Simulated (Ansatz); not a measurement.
## Levels at Γ against strain in AgCl

```xyz
2
Lattice="3.4340 0.0000 0.0000 0.0000 3.4340 0.0000 0.0000 0.0000 3.4340" Properties=species:S:1:pos:R:3 pbc="T T T"
Ag    0.0000    0.0000    0.0000
Cl    1.7170    1.7170    1.7170
```

Atoms are numbered in the order listed.

Structure from Materials Project entry mp-726265 (possibly hypothetical), not relaxed further.

All numbers below come from DFT, PBEsol, all-electron LAPW, scalar-relativistic in Ansatz 0.2.0.

The runs use a Γ-centred 9×9×9 k mesh, Fermi–Dirac smearing of 0.01 eV, basis error target 1 meV/atom, no spin polarisation.

The cell is scaled evenly. Fractional coordinates are held (clamped ions).

The valence-band top of this crystal doesn't lie at Γ but 1.52 eV above the top filled level there.

Only quantities that a quadratic follows smoothly over the whole series are listed; rougher ones are left out.

```csv
ln(V/Vcell),direct gap at Γ (eV),smallest gap on mesh and path (eV)
-0.0619,2.161,0.432
-0.0408,2.080,0.423
-0.0202,2.005,0.416
-0.0101,1.969,0.413
0.0000,1.935,0.411
0.0100,1.902,0.409
0.0392,1.808,0.407
0.0583,1.751,0.407
```

Question: Fit the series and give the slopes at zero strain.

Answer: Least-squares fits y = p0 + p1 x + p2 x² to the rows give direct gap at Γ (eV): p1 = -3.39, p2 = 4.1; smallest gap on mesh and path (eV): p1 = -0.199, p2 = 2.3. So dEg/dln V = -3.4 eV for the direct gap at Γ, which isn't the fundamental gap here: that one has dEg/dln V = -0.2 eV. Semilocal gaps are too small, but their slopes carry over better.

Question: One run, at ln(V/Vcell) = 0.0198, is withheld. Predict its row.

Answer: The fits give 1.869, 0.408; the run gave 1.870, 0.408.
